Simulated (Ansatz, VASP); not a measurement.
**Al8H9O15F3 (hydroxylated alpha-Al2O3(0001) with 6 of its OH changed to F): VASP beside Ansatz**

Aim: how closely do two programs agree when they are given the same cell, functional and k mesh? Of the first pair: The cell is taken from a series of runs on this material, whose earlier steps may have relaxed, scaled, displaced or heated it; both programs get it as it stands.

Method: plane waves, with VASP 6.6.1 beside it; RPBE with D3(BJ) and PBE with D3(BJ), in Ansatz 0.2.0.

### 1. Starting point

The cell holds 70 atoms: 16 Al, 30 O, 6 F and 18 H. Its edges and angles: a = 9.580 Å, b = 9.580 Å, c = 22.300 Å, α = 90.0°, β = 90.0°, γ = 120.0°. It derives from Al2O3 (hydroxylated alpha-Al2O3(0001)). As first built, before any earlier steps moved the atoms or strained the cell (in the runner's words): corundum (0001), 2 x 2 cells, three layers of O, the outer two all OH (lattice constants typed as starting values near PBE's), lower atoms held; 6 top OH groups nearest the cell's middle replaced by F, eased by MACE. Vacuum lies along c.

### 2. Ansatz: single point, RPBE with D3(BJ), pair 1

Ansatz runs on its default PAW (the set named soft_2) files.

A single point takes one fixed geometry, so differences don't come from the geometry; what else differs is listed under the comparison.

Contents of input.yaml:

```yaml
crystal:
  lattice:
    - [9.58, 0.0, 0.0]
    - [-4.79, 8.29652, 0.0]
    - [0.0, 0.0, 22.3]
  atoms:
    - { symbol: Al, position: [0.00466, 0.99967, 0.14506] }
    - { symbol: Al, position: [0.34077, 0.17289, 0.22747] }
    - { symbol: Al, position: [0.17243, 0.33447, 0.1296] }
    - { symbol: Al, position: [0.1732, 0.33555, 0.24421] }
    - { symbol: O, position: [0.16027, 0.99713, 0.08897] }
    - { symbol: O, position: [0.00684, 0.15992, 0.09075] }
    - { symbol: O, position: [0.34593, 0.35099, 0.08852] }
    - { symbol: F, position: [0.50067, 0.182, 0.28017] }
    - { symbol: O, position: [0.32887, 0.31622, 0.28231] }
    - { symbol: F, position: [0.19236, 0.0104, 0.28123] }
    - { symbol: O, position: [0.01721, 0.33688, 0.18591] }
    - { symbol: O, position: [0.17188, 0.17869, 0.18639] }
    - { symbol: O, position: [0.32639, 0.49288, 0.1862] }
    - { symbol: Al, position: [0.0072, 0.50402, 0.14341] }
    - { symbol: Al, position: [0.3381, 0.67088, 0.22786] }
    - { symbol: Al, position: [0.18068, 0.84177, 0.1301] }
    - { symbol: Al, position: [0.17435, 0.83564, 0.24457] }
    - { symbol: O, position: [0.15963, 0.49363, 0.08782] }
    - { symbol: O, position: [0.02168, 0.67046, 0.08692] }
    - { symbol: O, position: [0.35142, 0.85359, 0.08948] }
    - { symbol: F, position: [0.49868, 0.6749, 0.27999] }
    - { symbol: O, position: [0.32897, 0.81566, 0.28302] }
    - { symbol: F, position: [0.19116, 0.50939, 0.28082] }
    - { symbol: O, position: [0.01866, 0.83593, 0.18682] }
    - { symbol: O, position: [0.17068, 0.6793, 0.18672] }
    - { symbol: O, position: [0.32969, 0.99441, 0.18669] }
    - { symbol: Al, position: [0.5093, 0.00478, 0.14351] }
    - { symbol: Al, position: [0.84031, 0.1699, 0.22994] }
    - { symbol: Al, position: [0.67219, 0.33892, 0.12895] }
    - { symbol: Al, position: [0.67442, 0.33482, 0.24251] }
    - { symbol: O, position: [0.66384, 0.00015, 0.08961] }
    - { symbol: O, position: [0.51036, 0.16528, 0.08959] }
    - { symbol: O, position: [0.8434, 0.354, 0.08652] }
    - { symbol: O, position: [0.99979, 0.18083, 0.28401] }
    - { symbol: O, position: [0.82724, 0.31948, 0.28344] }
    - { symbol: O, position: [0.68045, 0.00395, 0.28278] }
    - { symbol: O, position: [0.51892, 0.33756, 0.18582] }
    - { symbol: O, position: [0.67484, 0.18339, 0.18595] }
    - { symbol: O, position: [0.82884, 0.49466, 0.18436] }
    - { symbol: Al, position: [0.50269, 0.50417, 0.14446] }
    - { symbol: Al, position: [0.83999, 0.66919, 0.22618] }
    - { symbol: Al, position: [0.67546, 0.84003, 0.1284] }
    - { symbol: Al, position: [0.67003, 0.83421, 0.24245] }
    - { symbol: O, position: [0.65707, 0.49809, 0.08752] }
    - { symbol: O, position: [0.50793, 0.66727, 0.0914] }
    - { symbol: O, position: [0.84665, 0.84777, 0.08921] }
    - { symbol: O, position: [0.99493, 0.67866, 0.28254] }
    - { symbol: F, position: [0.82039, 0.81201, 0.28231] }
    - { symbol: F, position: [0.68681, 0.50704, 0.27966] }
    - { symbol: O, position: [0.51838, 0.83631, 0.18663] }
    - { symbol: O, position: [0.67186, 0.67931, 0.18662] }
    - { symbol: O, position: [0.8288, 0.98986, 0.1877] }
    - { symbol: H, position: [0.10072, 0.95211, 0.05214] }
    - { symbol: H, position: [0.02722, 0.13622, 0.05062] }
    - { symbol: H, position: [0.34563, 0.24834, 0.08789] }
    - { symbol: H, position: [0.42785, 0.41405, 0.2925] }
    - { symbol: H, position: [0.11226, 0.45217, 0.0489] }
    - { symbol: H, position: [0.07383, 0.66516, 0.05041] }
    - { symbol: H, position: [0.35782, 0.75476, 0.0872] }
    - { symbol: H, position: [0.43343, 0.91187, 0.28989] }
    - { symbol: H, position: [0.76923, 0.09854, 0.08726] }
    - { symbol: H, position: [0.52907, 0.13152, 0.05089] }
    - { symbol: H, position: [0.85345, 0.41008, 0.04919] }
    - { symbol: H, position: [0.00787, 0.08487, 0.29038] }
    - { symbol: H, position: [0.9255, 0.42133, 0.29089] }
    - { symbol: H, position: [0.72433, 0.03267, 0.32289] }
    - { symbol: H, position: [0.59222, 0.45573, 0.05152] }
    - { symbol: H, position: [0.51641, 0.64793, 0.04939] }
    - { symbol: H, position: [0.84097, 0.74282, 0.0878] }
    - { symbol: H, position: [0.97411, 0.69886, 0.32314] }
kpoints:
  mp_grid: { grid: [1, 1, 1] }
hamiltonian:
  xc: rpbe
  dispersion: d3bj
scf:
  occupations: { method: fermi_dirac, width: 0.025 }
output:
  forces: true
```

Started as:

```
> ansatz run input.yaml --threads 4 --pin off --max-ram 8192MiB --backend cpu --events-out ev --progress --plain --runs-dir out
```

Numbers of over 12 decimals in the logs are rounded to 6 here.

The log of the run:

```text
Engine: ansatz 0.2.0, aarch64-unknown-linux-gnu
Pseudopotentials: kind: paw
Pseudopotential: Al, paw, valence charge 3, recommended cutoff 420 eV (normal), Al.paw.azcp
Pseudopotential: O, paw, valence charge 6, recommended cutoff 420 eV (normal), O.paw.azcp
Pseudopotential: F, paw, valence charge 7, recommended cutoff 420 eV (normal), F.paw.azcp
Pseudopotential: H, paw, valence charge 1, recommended cutoff 420 eV (normal), H.paw.azcp
Functional definition: RPBE
  parameter kappa = 0.804
  parameter beta = 0.066725
  exchange = rpbe_x(kappa = kappa, mu = beta*pi^2/3)
  correlation = pbe_c(beta = beta)
Crystal: 70 atoms, lattice volume = 1772.419 Å³
Basis set: ecut = 420 eV, 34605 PW (Γ), exchange–correlation on 144×144×300 points (8 copies of the dense FFT grid, shifted against one another)
Bands: 214, of which v1, the nominal top of the filled ones, is band 144 counted from 1 (143 counted from 0)
Symmetry: 1 space group operations
Space group: P1 (ITA 1), of the structure as read, at distance tolerance 1.2e-4 Å
k-points: 1
Non-local potential: Al, projectors of the file, l = 0: 2, l = 1: 2, l = 2: 1
Non-local potential: O, projectors of the file, l = 0: 2, l = 1: 2, l = 2: 1
Non-local potential: F, projectors of the file, l = 0: 2, l = 1: 2, l = 2: 1
Non-local potential: H, projectors of the file, l = 0: 2, l = 1: 1
PAW form: soft (Blöchl's): semilocal exchange-correlation on the pseudo side does not see the compensation charge
PAW frozen core: Al, regenerated for the run's functional, and the local potential with it (the file was generated under x = pbe(κ = 0.804, μ = 0.219515), c = pbe(β = 0.066725))
PAW frozen core: O, regenerated for the run's functional, and the local potential with it (the file was generated under x = pbe(κ = 0.804, μ = 0.219515), c = pbe(β = 0.066725))
PAW frozen core: F, regenerated for the run's functional, and the local potential with it (the file was generated under x = pbe(κ = 0.804, μ = 0.219515), c = pbe(β = 0.066725))
PAW one-centre angular grid: Al, 110 points (default); XC on 64 Gauss nodes
PAW one-centre angular grid: O, 110 points (default); XC on 64 Gauss nodes
PAW one-centre angular grid: F, 110 points (default); XC on 64 Gauss nodes
PAW one-centre angular grid: H, 110 points (default); XC on 64 Gauss nodes
Initial density: superposition of atomic densities (neutral atoms: chi_scale 0, normalization atom), corrected by the library's trained network
Initial wavefunctions: pseudopotential atomic-orbital guess
Functional: x = rpbe, c = pbe(β = 0.066725)
SCF iter   1: F=—  HF=-30968.857338 eV  |F-HF|=—  |Δ(HF+E_count)|=         —  Δρ=2.64e-3  dr2=1.68e-1  ethr=1.77e-3  ⟨swp⟩=7.0  Hψ=1067  notcnv=0  defer=47
preconditioner: auto → Resta (q_TF=auto, 2.015 Å⁻¹)  ε∞=1.9  [insulator: Δε(μ)=4.457 eV  Ē_g=16.117 eV  σ=0.025 eV  W_gap=1.00  n_scr=224 (ndim 8)  ℏωp=15.0 eV  f_vac=0.665  D(μ)=0.00/eV (n_scr^D=0)  ε∞_Penn≈1.9  vacuum switching on, ρ_ref=1.9e-2 e/Å³]
SCF iter   2: F=—  HF=-30968.816655 eV  |F-HF|=—  |Δ(HF+E_count)|=   4.07e-2  Δρ=1.39e-3  dr2=2.19e-2  ethr=5.83e-5  ⟨swp⟩=3.0  Hψ=358  notcnv=0  defer=65
SCF iter   3: F=—  HF=-30968.818537 eV  |F-HF|=—  |Δ(HF+E_count)|=   1.88e-3  Δρ=5.39e-4  dr2=4.28e-3  ethr=7.62e-6  ⟨swp⟩=3.0  Hψ=294  notcnv=0  defer=17
automatic band count: iteration 3 solves 166 bands in place of 214: the levels show a gap, and the empty bands left out lie too high to hold charge; the band table lists the bands solved (type scf.n_extra_bands for more)
SCF iter   4: F=—  HF=-30968.819098 eV  |F-HF|=—  |Δ(HF+E_count)|=   5.61e-4  Δρ=1.77e-4  dr2=3.34e-4  ethr=1.49e-6  ⟨swp⟩=3.0  Hψ=294  notcnv=0  defer=17
SCF iter   5: F=—  HF=-30968.819292 eV  |F-HF|=—  |Δ(HF+E_count)|=   1.94e-4  Δρ=5.51e-5  dr2=3.78e-5  ethr=1.16e-7  ⟨swp⟩=3.0  Hψ=296  notcnv=0  defer=17
SCF iter   6: F=—  HF=-30968.819391 eV  |F-HF|=—  |Δ(HF+E_count)|=   9.89e-5  Δρ=1.64e-5  dr2=3.19e-6  ethr=1.31e-8  ⟨swp⟩=2.0  Hψ=304  notcnv=0  defer=17
SCF iter   7: F=—  HF=-30968.819394 eV  |F-HF|=—  |Δ(HF+E_count)|=   2.95e-6  Δρ=4.79e-6  dr2=2.44e-7  ethr=1.11e-9  ⟨swp⟩=2.0  Hψ=293  notcnv=0  defer=17
SCF iter   8: F=-30968.819394 eV  HF=-30968.819394 eV  |F-HF|=8.76e-9  |Δ(HF+E_count)|=   7.93e-7  Δρ=1.76e-6  dr2=3.63e-8  ethr=3.47e-11  ⟨swp⟩=5.0  Hψ=633  notcnv=0
SCF 1 converged in 8 iterations: F = -30968.819394 eV  dr2 = 3.63e-8
  greatest PAW one-centre occupation: 0.932 electrons in one spin orbital (limit 2), on the F atom at site 22 (counted from 0), in its partial waves of l = 0
SCF converged after 8 iterations
Free energy (F): -30968.819394 eV
Harris-Foulkes:  -30968.819394 eV  (|F-HF|=8.76e-9)
Internal energy: -30968.819394 eV  (E = F + TS)
E sigma→0 (E₀):  -30968.819394 eV
Fermi energy:    -0.621185 eV
--- Per-component energies (eV) ---
  E_band       = -2805.660162
  E_kinetic    = 7298.344661
  E_local      = -197253.106432  (includes V_loc(G=0)·N_el)
  E_nonlocal   = 2023.036797
  E_hartree    = 95420.755465
  E_xc         = -3550.194877
  E_vxc        = -4174.256591  (∫ρ·V_xc dr)
  E_paw        = -13549.963386  (= ΣΔE_a)
  E_vpaw       = -1541.261624  (= ΣTr[D̂ρ^β])
  E_aug_tail   = 0.065559  (compensation charges beyond the density's cutoff)
  E_ewald      = 78676.675081
  E_disp       = -33.392189  (pairwise vdW)
  E_core_change = -1.040075  (= ΣΔE_core)
  E_smearing   = -0.000000  (= −TS)
  E_closure    = 0.000000  (closes the sum)
  Σ components = -30968.819394   (vs F -30968.819394, Δ=0.00e0)
--- Forces (eV/Å), atoms counted from 1 ---
  atom   1  Al    -0.00631104     0.05441490     0.26529196
  atom   2  Al    -0.01187969     0.01403635    -0.57733988
  atom   3  Al    -0.04343882    -0.06668090     0.34277656
  atom   4  Al     0.00089323    -0.00890527    -0.60433728
  atom   5  O      0.07701767     0.10608384    -0.03600421
  atom   6  O     -0.07394291     0.04494108    -0.07693797
  atom   7  O      0.06519868    -0.24513863     0.00105026
  atom   8  F      0.03055716    -0.09106383     0.10313251
  atom   9  O      0.10654479     0.14938535     0.11831577
  atom  10  F     -0.08538133     0.01637417     0.09616707
  atom  11  O     -0.02976221    -0.00972991     0.01482587
  atom  12  O      0.00317187    -0.01566677     0.00220950
  atom  13  O      0.01085117     0.01072062    -0.00497674
  atom  14  Al     0.01063598    -0.06702494     0.32987686
  atom  15  Al     0.01863510     0.02500834    -0.58223789
  atom  16  Al    -0.04740278    -0.10181466     0.29109984
  atom  17  Al    -0.01037980     0.00536897    -0.58341976
  atom  18  O      0.02145995     0.11916672    -0.07267943
  atom  19  O     -0.07949441    -0.05558634    -0.03463956
  atom  20  O      0.08025388    -0.20892158    -0.00139938
  atom  21  F      0.01896844    -0.08172383     0.09303456
  atom  22  O      0.12225596     0.14811351     0.11365590
  atom  23  F     -0.09256236     0.02122496     0.10292823
  atom  24  O     -0.00987341    -0.00183363    -0.01463531
[...]
atom  63  H     -0.02899888    -0.00892020     0.29673225
  atom  64  H     -0.08971959     0.11089592    -0.10387373
  atom  65  H     -0.06332266    -0.12305435    -0.10841870
  atom  66  H      0.00194454    -0.02742373    -0.12115444
  atom  67  H      0.05596600     0.02273118     0.26255075
  atom  68  H      0.05645415     0.04257478     0.25670222
  atom  69  H     -0.14203703     0.20114890     0.06625221
  atom  70  H      0.01799868     0.00435178    -0.12551048
  max |Σ_I F_I| component: 5.80e-5 eV/Å
```

The column dr2 measures how far the density is from self-consistency, as an energy; F and HF (Harris–Foulkes) agree once it is small.

### 3. VASP: single point, RPBE with D3(BJ), pair 1

The same cell, functional, mesh and smearing now go to VASP, with its own data sets.

Lines of VASP's logs that name or quote its potential files are left out, and so is its time.

Contents of INCAR:

```
SYSTEM = Al8H9O15F3
PREC = Accurate
ENCUT = 520
EDIFF = 1E-06
NELM = 120
ISMEAR = -1
SIGMA = 0.025
LREAL = Auto
ALGO = Normal
GGA = RP
IVDW = 12
NBANDS = 200
LORBIT = 11
LWAVE = .FALSE.
LCHARG = .FALSE.
ISIF = 2
LASPH = .TRUE.
GGA_COMPAT = .FALSE.
EFERMI = MIDGAP
NCORE = 2
```

Contents of POSCAR:

```
Al8H9O15F3
1.0
    9.5800000000      0.0000000000      0.0000000000
   -4.7900000000      8.2965200000      0.0000000000
    0.0000000000      0.0000000000     22.3000000000
Al O F H
16 30 6 18
Direct
    0.0046600000      0.9996700000      0.1450600000
    0.3407700000      0.1728900000      0.2274700000
    0.1724300000      0.3344700000      0.1296000000
    0.1732000000      0.3355500000      0.2442100000
    0.0072000000      0.5040200000      0.1434100000
    0.3381000000      0.6708800000      0.2278600000
    0.1806800000      0.8417700000      0.1301000000
    0.1743500000      0.8356400000      0.2445700000
    0.5093000000      0.0047800000      0.1435100000
    0.8403100000      0.1699000000      0.2299400000
    0.6721900000      0.3389200000      0.1289500000
    0.6744200000      0.3348200000      0.2425100000
    0.5026900000      0.5041700000      0.1444600000
    0.8399900000      0.6691900000      0.2261800000
    0.6754600000      0.8400300000      0.1284000000
    0.6700300000      0.8342100000      0.2424500000
    0.1602700000      0.9971300000      0.0889700000
    0.0068400000      0.1599200000      0.0907500000
    0.3459300000      0.3509900000      0.0885200000
    0.3288700000      0.3162200000      0.2823100000
    0.0172100000      0.3368800000      0.1859100000
    0.1718800000      0.1786900000      0.1863900000
    0.3263900000      0.4928800000      0.1862000000
    0.1596300000      0.4936300000      0.0878200000
    0.0216800000      0.6704600000      0.0869200000
    0.3514200000      0.8535900000      0.0894800000
    0.3289700000      0.8156600000      0.2830200000
    0.0186600000      0.8359300000      0.1868200000
    0.1706800000      0.6793000000      0.1867200000
    0.3296900000      0.9944100000      0.1866900000
    0.6638400000      0.0001500000      0.0896100000
    0.5103600000      0.1652800000      0.0895900000
    0.8434000000      0.3540000000      0.0865200000
    0.9997900000      0.1808300000      0.2840100000
    0.8272400000      0.3194800000      0.2834400000
    0.6804500000      0.0039500000      0.2827800000
    0.5189200000      0.3375600000      0.1858200000
    0.6748400000      0.1833900000      0.1859500000
    0.8288400000      0.4946600000      0.1843600000
    0.6570700000      0.4980900000      0.0875200000
    0.5079300000      0.6672700000      0.0914000000
    0.8466500000      0.8477700000      0.0892100000
    0.9949300000      0.6786600000      0.2825400000
    0.5183800000      0.8363100000      0.1866300000
    0.6718600000      0.6793100000      0.1866200000
    0.8288000000      0.9898600000      0.1877000000
    0.5006700000      0.1820000000      0.2801700000
    0.1923600000      0.0104000000      0.2812300000
    0.4986800000      0.6749000000      0.2799900000
    0.1911600000      0.5093900000      0.2808200000
    0.8203900000      0.8120100000      0.2823100000
    0.6868100000      0.5070400000      0.2796600000
    0.1007200000      0.9521100000      0.0521400000
    0.0272200000      0.1362200000      0.0506200000
    0.3456300000      0.2483400000      0.0878900000
    0.4278500000      0.4140500000      0.2925000000
    0.1122600000      0.4521700000      0.0489000000
    0.0738300000      0.6651600000      0.0504100000
    0.3578200000      0.7547600000      0.0872000000
    0.4334300000      0.9118700000      0.2898900000
    0.7692300000      0.0985400000      0.0872600000
    0.5290700000      0.1315200000      0.0508900000
    0.8534500000      0.4100800000      0.0491900000
    0.0078700000      0.0848700000      0.2903800000
    0.9255000000      0.4213300000      0.2908900000
    0.7243300000      0.0326700000      0.3228900000
    0.5922200000      0.4557300000      0.0515200000
    0.5164100000      0.6479300000      0.0493900000
    0.8409700000      0.7428200000      0.0878000000
    0.9741100000      0.6988600000      0.3231400000
```

Contents of KPOINTS:

```
Automatic mesh
0
Gamma
1 1 1
0 0 0
```

The projector-augmented-wave data sets are Al, O, F and H (PBE family, release 64).

Started as:

```
> mpirun -np 8 vasp_gam
```

The log of the run:

```text
[banner, memory and clock lines left out]
running    8 mpi-ranks, on    1 nodes
[...]
|                                                                             |
|               ----> ADVICE to this user running VASP <----                  |
|                                                                             |
|     You enforced a specific xc type in the INCAR file but a different       |
|     [... a line on the potential file left out ...]
|     I HOPE YOU KNOW WHAT YOU ARE DOING!                                     |
|                                                                             |

 LDA part: xc-table for (Slater+PW92), standard interpolation
 POSCAR, INCAR and KPOINTS ok, starting setup
[...]
entering main loop
       N       E                     dE             d eps       ncg     rms          rms(c)
DAV:   1     0.276444138051E+04    0.27644E+04   -0.14690E+05   440   0.125E+03
DAV:   2    -0.940530636422E+02   -0.28585E+04   -0.27470E+04   512   0.320E+02
DAV:   3    -0.459448788600E+03   -0.36540E+03   -0.36374E+03   496   0.119E+02
DAV:   4    -0.467743107526E+03   -0.82943E+01   -0.82671E+01   504   0.208E+01
[...]
DAV:  27    -0.419479324045E+03   -0.52634E-05   -0.91622E-08   280   0.865E-04    0.508E-04
DAV:  28    -0.419479325912E+03   -0.18669E-05   -0.23392E-08   296   0.583E-04    0.269E-04
DAV:  29    -0.419479326828E+03   -0.91539E-06   -0.57440E-08   296   0.697E-04
   1 F= -.45287123E+03 E0= -.45287123E+03  d E =0.000000E+00
```

From OUTCAR (step 3):

```text
 POSITION                                       TOTAL-FORCE (eV/Angst)
 -----------------------------------------------------------------------------------
     -4.74378      8.29378      3.23484        -0.015230      0.068014      0.275896
      2.43643      1.43439      5.07258        -0.041743      0.028056     -0.585610
      0.04977      2.77494      2.89008        -0.057246     -0.053055      0.344180
      0.05197      2.78390      5.44588         0.009957     -0.051763     -0.579332
     -2.34528      4.18161      3.19804         0.016740     -0.066579      0.353436
      0.02548      5.56597      5.08128        -0.014752      0.039608     -0.593368
     -2.30116      6.98376      2.90123        -0.043686     -0.079843      0.294320
     -2.33244      6.93290      5.45391         0.009442     -0.059896     -0.571691
      4.85620      0.03966      3.20027         0.072399      0.116316      0.366355
      7.23635      1.40958      5.12766         0.011980     -0.019202     -0.509591
      4.81615      2.81186      2.87559        -0.061534     -0.099918      0.229283
      4.85716      2.77784      5.40797         0.050919      0.009174     -0.581825
      2.40080      4.18286      3.22146         0.109297     -0.007935      0.270818
      4.84168      5.55195      5.04381         0.059982      0.002732     -0.560304
[...]
-----------------------------------------------------------------------------------
    total drift:                                0.010768      0.005208      0.002111

  FREE ENERGIE OF THE ION-ELECTRON SYSTEM (eV)
  ---------------------------------------------------
  free  energy   TOTEN  =      -452.8712261554 eV

  energy  without entropy=     -452.8712261554  energy(sigma->0) =     -452.87122616
```

(Continued in part 2 of 3.)

[Lines on the potential files, build, host, timing and source positions are cut from VASP's logs without a mark.]

[Logs are printed without paths, hosts, clocks, repeated set-up lines and the standing remarks that a program may print on its own settings, such as how far it seeks lower states.]

[Hosts, paths, dates, database ids (printed as entryN), source tags and the programs' standing remarks are cut or masked in the printed files.]
